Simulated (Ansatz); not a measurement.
# CsPbCl3 (Pm-3m): a soft mode frozen in

Wanted: the energy along a soft mode of CsPbCl3 (Pm-3m) and the structure at the end.

Method: DFT PBEsol, scalar-relativistic, plane waves, PAW; PAW set soft_1, in Ansatz 0.2.0.

Most raw output is cut from this account.

**1. Starting point**

It takes space group Pm-3m (No. 221, cubic). Conventional cell: a = 5.619 Å, b = 5.619 Å, c = 5.619 Å, α = 90.00°, β = 90.00°, γ = 90.00°. Nearest to Cs lie 12 Cl at 3.97 Å. Nearest to Pb lie 6 Cl at 2.81 Å. Nearest to Cl lie 2 Pb at 2.81 Å and 4 Cs at 3.97 Å. Farther neighbours and most contacts between anions are not listed.

**2. Response at finite wavevector**

The cell comes from relaxations at this level that are not shown. Stability and thermal properties need the whole zone. Linear response on a 2×2×2 q mesh gives force constants as far as a supercell of that size would, and the tensors from the zone-centre run are typed in so that the long-range dipole term is interpolated apart.

input.yaml

```yaml
crystal:
  lattice:
    - [5.6186639858, 0.0, 0.0]
    - [0.0, 5.6186639858, 0.0]
    - [0.0, 0.0, 5.6186639858]
  atoms:
    - { symbol: Cs, position: [0.0, 0.0, 0.0] }
    - { symbol: Pb, position: [0.5, 0.5, 0.5] }
    - { symbol: Cl, position: [0.5, 0.5, 0.0] }
    - { symbol: Cl, position: [0.0, 0.5, 0.5] }
    - { symbol: Cl, position: [0.5, 0.0, 0.5] }
kpoints:
  mp_grid: { grid: [8, 8, 8] }
hamiltonian:
  xc: pbesol
  pseudopotentials: { kind: paw, azcp: { folder: soft_1 }, xc_functional: pbe }
scf:
  occupations: { method: fixed }
output:
  eigenvalues: true
phonons:
  method: dfpt
  qmesh: [2, 2, 2]
  temperatures: { t_max: 1000, t_step: 50 }
  qpath:
    path:
      - [[0.0, 0.0, 0.0], [0.0, 0.5, 0.0], [0.5, 0.5, 0.0], [0.0, 0.0, 0.0], [0.5, 0.5, 0.5], [0.0, 0.5, 0.0]]
      - [[0.5, 0.5, 0.5], [0.5, 0.5, 0.0]]
    npoints: 10
  non_analytic_term:
    high_frequency_dielectric_tensor: [[4.0422, 0.0, 0.0], [0.0, 4.0422, 0.0], [0.0, 0.0, 4.0422]]
    born_effective_charges:
      - { species: Cs, tensor: [[1.3223, 0.0, 0.0], [0.0, 1.3223, 0.0], [0.0, 0.0, 1.3223]] }
      - { species: Pb, tensor: [[3.9503, 0.0, 0.0], [0.0, 3.9503, 0.0], [0.0, 0.0, 3.9503]] }
      - { species: Cl, tensor: [[-0.724, 0.0, 0.0], [0.0, -0.724, 0.0], [0.0, 0.0, -3.8247]] }
      - { species: Cl, tensor: [[-3.8247, 0.0, 0.0], [0.0, -0.724, 0.0], [0.0, 0.0, -0.724]] }
      - { species: Cl, tensor: [[-0.724, 0.0, 0.0], [0.0, -3.8247, 0.0], [0.0, 0.0, -0.724]] }
    source: "zone-centre run at this cell"
```

Started as:

```sh
> ansatz run input.yaml --threads 4 --pin off --max-ram 10240MiB --backend cpu --events-out ev --progress --plain --runs-dir out
```

Run time: 6.3 min. Hardware: 4 threads of Arm Neoverse V1, shared host; peak memory 1.8 GiB.

This step gave:

* gap on the k-mesh: 1.844 eV
* volume per atom: 35.48 Å³
* sum-rule residual before enforcement: 1.11e-4 eV/Å²
* lowest frequency on the path: -47.93 cm⁻¹
* point group: m-3m
* highest frequency on the path or at a solved wavevector: 262.8 cm⁻¹
* highest optical mode at the zone centre (no LO-TO term): 136.0 cm⁻¹
* lowest optical zone-centre mode: -21.58 cm⁻¹
* lowest mode on the q mesh (acoustic modes at Γ apart): -47.93 cm⁻¹

Frequencies (cm⁻¹) solved at each irreducible wavevector; negative means imaginary. Frequencies by wavevector, by row:

```csv
q in reciprocal lattice units,star,mode 1,mode 2,mode 3,mode 4,mode 13,mode 14,mode 15
0 0 0,1,-21.6,-21.6,-21.6,0,136,136,136
0 0 -0.5,3,-13.4,-13.4,10.5,10.5,136.2,136.2,248
0 -0.5 -0.5,3,-47.5,-20.6,-20.6,7.8,136.3,220.7,256.8
-0.5 -0.5 -0.5,1,-47.9,-47.9,-47.9,-11.8,220.4,220.4,262.8
```

Interpolated from a 2×2×2 q mesh, with the LO-TO term (at Γ the limit along the path; where Γ stands inside the path, tables give the limit on arrival). The phonon branches at the labelled points (cm⁻¹):

```csv
point,branch 1,branch 2,branch 3,branch 4,branch 12,branch 13,branch 14,branch 15
Γ,-22,-22,0,0,56,136,136,232
halfway,-18,-18,10,10,88,136,136,239
X,-13,-13,10,10,111,136,136,248
halfway,-35,-14,-8,7,107,136,187,249
M,-48,-21,-21,8,103,136,221,257
halfway,-28,-14,-13,17,88,136,176,236
Γ,-22,-22,0,0,56,136,136,232
halfway,-29,-25,-25,9,88,178,178,235
R,-48,-48,-48,-12,98,220,220,263
halfway,-37,-33,-25,-10,105,180,193,250
X,-13,-13,10,10,111,136,136,248
jump to R,-48,-48,-48,-12,98,220,220,263
halfway,-48,-35,-35,-5,101,186,221,257
M,-48,-21,-21,8,103,136,221,257
```

Symmetry leaves 4 wavevectors to solve. The lowest mode among them, the acoustic zeros apart, lies at q = (-0.5, -0.5, -0.5) and is imaginary, 47.9i cm⁻¹, so the energy falls along it.

**3. The mode frozen in, largest atomic shift 0 Å**

The mode followed lies at q = (0, -0.5, -0.5) with frequency 47.5i cm⁻¹, one of the unstable modes though not the softest. At small amplitude the distorted cell has space group no. 127 by a symmetry search on the positions. The undistorted cell that holds it gives the zero of energy on the same k mesh.

System of this step: CsPbCl3. The structure is cubic, space group Pm-3m (No. 221). Conventional cell: a = 5.619 Å, b = 5.619 Å, c = 5.619 Å, α = 90.00°, β = 90.00°, γ = 90.00°. Cs has 12 Cl at 3.97 Å nearest. Pb has 6 Cl at 2.81 Å nearest. Nearest to Cl lie 2 Pb at 2.81 Å and 4 Cs at 3.97 Å. Nearest to Cl lie 2 Pb at 2.81 Å and 4 Cs at 3.97 Å. Farther neighbours and most contacts between anions are not listed.

input.yaml

```yaml
crystal:
  lattice:
    - [-5.6186639858, 0.0, 0.0]
    - [0.0, -5.6186639858, -5.6186639858]
    - [0.0, -5.6186639858, 5.6186639858]
  atoms:
    - { symbol: Cs, position: [0.0, 0.5, 0.5] }
    - { symbol: Cs, position: [0.0, 0.0, 0.0] }
    - { symbol: Pb, position: [0.5, 0.0, 0.5] }
    - { symbol: Pb, position: [0.5, 0.5, 0.0] }
    - { symbol: Cl, position: [0.5, 0.25, 0.25] }
    - { symbol: Cl, position: [0.5, 0.75, 0.75] }
    - { symbol: Cl, position: [0.0, 0.0, 0.5] }
    - { symbol: Cl, position: [0.0, 0.5, 0.0] }
    - { symbol: Cl, position: [0.5, 0.25, 0.75] }
    - { symbol: Cl, position: [0.5, 0.75, 0.25] }
kpoints:
  mp_grid: { grid: [6, 6, 6] }
hamiltonian:
  xc: pbesol
  pseudopotentials: { kind: paw, azcp: { folder: soft_1 }, xc_functional: pbe }
scf:
  occupations: { method: gaussian, width: 0.02 }
output:
  forces: true
  stress: true
  eigenvalues: true
```

It took 16 s on 4 threads; peak memory 1.1 GiB; 63 s of CPU time.

This step gave:

```yaml
pressure: -0.006338 GPa
energy_from_the_undistorted_cell: 0 meV/atom
```

At this level the gap is 1.84 eV on the k-mesh of the self-consistent run, which can miss the band edges.

**4. The mode frozen in, largest atomic shift 0.6 Å**

The atoms are moved along the unstable eigenvector, the largest shift by 0.6 Å, with the cell fixed.

input.yaml, the sections that differ from step 3:

```yaml
crystal:
  lattice:
    - [-5.6186639858, 0.0, 0.0]
    - [0.0, -5.6186639858, -5.6186639858]
    - [0.0, -5.6186639858, 5.6186639858]
  atoms:
    - { symbol: Cs, position: [0.0, 0.5, 0.5] }
    - { symbol: Cs, position: [0.0, 0.0, 0.0] }
    - { symbol: Pb, position: [0.5, 0.0, 0.5] }
    - { symbol: Pb, position: [0.5, 0.5, 0.0] }
    - { symbol: Cl, position: [0.5, 0.3033934759, 0.3033934759] }
    - { symbol: Cl, position: [0.5, 0.6966065241, 0.6966065241] }
    - { symbol: Cl, position: [0.0, 0.0, 0.5] }
    - { symbol: Cl, position: [0.0, 0.5, 0.0] }
    - { symbol: Cl, position: [0.5, 0.1966065241, 0.8033934759] }
    - { symbol: Cl, position: [0.5, 0.8033934759, 0.1966065241] }
# kpoints, hamiltonian, scf, output: as in step 3
```

Elapsed: 15 s, on 4 threads; peak memory 1.1 GiB; 57 s of CPU time.

This step gave:

```
pressure                         : -0.4822 GPa
gap on the k-mesh                : 2.181 eV
energy from the undistorted cell : -9.883 meV/atom
```

The energy, extrapolated to zero smearing, is -9.88 meV/atom against the undistorted cell.

The run ends at a pressure of -0.48 GPa, with forces up to 0.0052 eV/Å.

**5. Energy along the mode, all amplitudes (two of the runs are shown above)**

An imaginary frequency means negative curvature, so the energy should fall and then rise again as anharmonic terms take over.

Numbers from this step:

| Quantity | Value |
| --- | --- |
| depth at the lowest point sampled | 9.883 meV/atom |
| largest atomic shift at that point | 0.6 Å |

Table of energy from the parent by largest atomic shift:

```csv
largest atomic shift (Å),energy from the parent (meV/atom)
0.000,0
0.040,-0.094
0.080,-0.372
0.140,-1.11
0.220,-2.62
0.320,-5.05
0.450,-8.22
0.600,-9.88
```

Displacement at unit largest shift by atom:

```csv
atom,x (Å),y (Å),z (Å),size
Cs1,0.00,0.00,0.00,0.00
Cs2,0.00,0.00,0.00,0.00
Pb3,0.00,0.00,0.00,0.00
Pb4,0.00,0.00,0.00,0.00
Cl5,0.00,-1.00,0.00,1.00
Cl6,0.00,1.00,0.00,1.00
Cl7,0.00,0.00,0.00,0.00
Cl8,0.00,0.00,0.00,0.00
Cl9,0.00,0.00,1.00,1.00
Cl10,0.00,0.00,-1.00,1.00
```

The lowest of the steps tried is the last one, at 0.6 Å, 9.88 meV/atom below the parent; the bottom of the well need not coincide with a step.

**6. Relaxation from the frozen mode**

Starting from the lowest point found, all atoms and the cell are let go, so that strain and other modes of the same symmetry can join in.

input.yaml: that of step 4 with these lines changed.

```diff
@@ -22,3 +22,3 @@
 scf:
-  occupations: { method: gaussian, width: 0.02 }
+  occupations: { method: fixed }
 output:
@@ -27 +27,6 @@
   eigenvalues: true
+relax:
+  adjacent_minimum: "off"
+  f_tol: 0.002
+  max_steps: 120
+  cell: { stress_tol: 0.03 }
```

Wall time 79 s (4 threads); peak memory 1.1 GiB.

Relaxation path:

```csv
step,energy less that of the first step (eV),largest force component (eV/Å),pressure (GPa),volume (Å³)
1,0.0000,0.0052,-0.48,354.76
2,-0.0278,0.0175,-0.18,349.51
3,-0.0407,0.0272,0.03,345.01
4,-0.0432,0.0015,0.02,343.93
5,-0.0432,0.0002,0.00,344.26
6*,-0.0428,0.0001,-0.01,344.26
```

Relaxation steps marked * repeat the geometry before them on a plane-wave basis chosen anew for their cell, so energy and pressure can jump there.

Forces are held to the 16 operations that the run works with; a distortion that breaks them can't arise in this run.

```csv
cell as run,before,after,change
a (Å),5.619,5.696,+1.4 %
b (Å),7.946,7.774,-2.2 %
c (Å),7.946,7.774,-2.2 %
volume (Å³/atom),35.48,34.43,-3.0 %
```

The atoms that moved most (Å, as changes of fractional coordinates times the final cell):

```csv
atom,dx,dy,dz,length
Cl9,0.000,0.000,0.112,0.112
Cl10,0.000,0.000,-0.112,0.112
Cl5,0.000,-0.112,0.000,0.112
Cl6,0.000,0.112,0.000,0.112
```

Numbers from this step:

```yaml
pressure: -0.005149 GPa
gap_on_the_k_mesh: 2.080 eV
volume_per_atom: 34.43 Å³
```

The distorted start has space group P4/mbm; the relaxation ends in P4/mbm.

**7. The new phase in its own primitive cell**

The relaxed structure is symmetrised, reduced to its primitive cell and relaxed tightly, as its phonons need.

input.yaml, the sections that differ from step 6:

```yaml
crystal:
  lattice:
    - [7.7740775939, 0.0, 0.0]
    - [0.0, 7.7740775939, 0.0]
    - [0.0, 0.0, 5.696223979]
  atoms:
    - { symbol: Cs, position: [0.5, 0.0, 0.0] }
    - { symbol: Cs, position: [0.0, 0.5, 0.0] }
    - { symbol: Pb, position: [0.0, 0.0, 0.5] }
    - { symbol: Pb, position: [0.5, 0.5, 0.5] }
    - { symbol: Cl, position: [0.3135509447, 0.8135509447, 0.5] }
    - { symbol: Cl, position: [0.6864490553, 0.1864490553, 0.5] }
    - { symbol: Cl, position: [0.0, 0.0, 0.0] }
    - { symbol: Cl, position: [0.5, 0.5, 0.0] }
    - { symbol: Cl, position: [0.1864490553, 0.3135509447, 0.5] }
    - { symbol: Cl, position: [0.8135509447, 0.6864490553, 0.5] }
relax:
  adjacent_minimum: "off"
  f_tol: 0.001
  max_steps: 60
  cell: { stress_tol: 0.01 }
# kpoints, hamiltonian, scf, output: as in step 6
```

It took 32 s on 4 threads; peak memory 1.1 GiB; 2.1 min of CPU time.

Little changed from the start: no atom moved by 0.005 Å and no cell edge by 0.1 %.

This step gave:

- direct gap on mesh: 2.080 eV

The largest force component left is 0.10 meV/Å and the pressure is -0.005 GPa, within the tolerances set. The cell now holds 34.43 Å³/atom.

**8. The phases reached**

The phases reached along the modes that were followed are set side by side.

Energies are those of the first relaxation, on the mesh of the frozen mode; space group, volume and gap are those of the last relaxation. Phases, by row:

```csv
mode frozen in,space group,energy from parent (meV/atom),volume (Å³/atom),gap on mesh (eV),lowest zone-centre optical mode (cm⁻¹),largest shift (Å)
parent,Pm-3m,0,35.48,1.844,–,–
"q = (-0.5, -0.5, -0.5), 48i cm⁻¹",I4/mcm,-14.52,34.41,2.086,–,0.701
"q = (-0.5, -0.5, -0.5), 48i cm⁻¹",R-3c,-12.4,34.62,2.119,–,0.525
"q = (-0.5, -0.5, -0.5), 48i cm⁻¹",Imma,-14.02,34.59,2.214,–,0.648
"q = (0, -0.5, -0.5), 47i cm⁻¹",P4/mbm,-14.16,34.43,2.08,–,0.699
```

**9. Summary of results**

| Property | Result |
| --- | --- |
| unstable mode of the parent | q = (0, -0.5, -0.5), 48i cm⁻¹ |
| depth at the lowest point sampled | 9.88 meV/atom |
| largest atomic shift at that point | 0.6 Å |
| space group reached (within 0.01 Å) | P4/mbm |
| energy gained over the parent (first relaxation, on the mesh of the frozen mode) | 14.2 meV/atom |
| volume per atom, phase reached | 34.4 Å³ |
| gap on the k-mesh, phase reached | 2.08 eV |

**Reading.** Along this mode the structure falls into P4/mbm, 14.2 meV/atom below the parent. At the parent's cell the well is 9.883 meV/atom deep on the steps tried, with its lowest point at a shift of 0.6 Å. That is the last step tried, so the steps alone don't bracket the bottom of the well. Relaxing atoms and cell changes the gain by +4.27 meV/atom against the lowest step (energies at zero smearing). The modes of the phase reached were not computed on this path. Of the 4 patterns followed to their end from this parent, this one ends 0.361 meV/atom above the lowest, I4/mcm. Another end point lies within 1 meV/atom; how such a difference moves with mesh and cutoff was not tested. Each path keeps the symmetry of its pattern, so a lower phase may lie along a pattern not tried. Spin-orbit coupling is left out, which can matter for the heavy elements here. The PAW files were made for PBE and serve the other functionals too.

[Logs are printed without paths, hosts, clocks, repeated set-up lines and the standing remarks that a program may print on its own settings, such as how far it seeks lower states.]

[Hosts, paths, dates, database ids (printed as entryN), source tags and the programs' standing remarks are cut or masked in the printed files.]
